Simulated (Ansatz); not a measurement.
# HfN (rocksalt type): the cost of one run

Program: Ansatz 0.2.0. Level of theory: DFT, PBE, all-electron LAPW, scalar-relativistic. These are calculated values, not measurements.

### Step 1. The starting structure

The structure is cubic, space group Fm-3m (No. 225). Conventional cell: a = 4.548 Å, b = 4.548 Å, c = 4.548 Å, α = 90.00°, β = 90.00°, γ = 90.00°. Hf (site symmetry m-3m) has 6 N at 2.27 Å as nearest neighbours. N (site symmetry m-3m) is surrounded by 6 Hf at 2.27 Å.

As a file:

```cif
data_structure
_symmetry_space_group_name_H-M 'Fm-3m'
_symmetry_Int_Tables_number 225
_cell_length_a 4.5478
_cell_length_b 4.5478
_cell_length_c 4.5478
_cell_angle_alpha 90.000
_cell_angle_beta 90.000
_cell_angle_gamma 90.000
_cell_volume 94.06
loop_
_atom_site_label
_atom_site_type_symbol
_atom_site_symmetry_multiplicity
_atom_site_Wyckoff_symbol
_atom_site_fract_x
_atom_site_fract_y
_atom_site_fract_z
_atom_site_occupancy
Hf1 Hf 4 a 0.00000 0.00000 0.00000 1
N1 N 4 b 0.50000 0.00000 0.00000 1
```

The file gives the conventional cell by its symmetry; the runs use the cell typed in the input.

Atoms are numbered in the order of the input: Hf1, N2.

### Step 2. Rocksalt relaxed under pressure, LAPW

input.yaml reads:

```yaml
crystal:
  lattice:
    - [0.0, 2.2739055545, 2.2739055545]
    - [2.2739055545, 0.0, 2.2739055545]
    - [2.2739055545, 2.2739055545, 0.0]
  atoms:
    - { symbol: Hf, position: [0.0, 0.0, 0.0] }
    - { symbol: "N", position: [0.5, 0.5, 0.5] }
kpoints:
  mp_grid: { grid: [15, 15, 15] }
scf:
  occupations: { method: fermi_dirac, width: 0.05 }
hamiltonian:
  xc: pbe
  pseudopotentials: { kind: all_electron, lapw: { basis_error: 0.0005 } }
output:
  forces: true
  stress: true
  eigenvalues: true
relax:
  f_tol: 0.005
  max_steps: 12
  cell: { p_target: 0.0059, stress_tol: 0.03 }
```

On the command line:

```console
$ ansatz run input.yaml --threads 1 --pin off --max-ram 3584MiB --backend cpu --events-out ev --progress --plain --runs-dir out
```

What time and memory should one allow on 1 thread of Intel Xeon 6975P-C (Granite Rapids), shared host?

About 42 s, with a peak of 0.64 GiB.
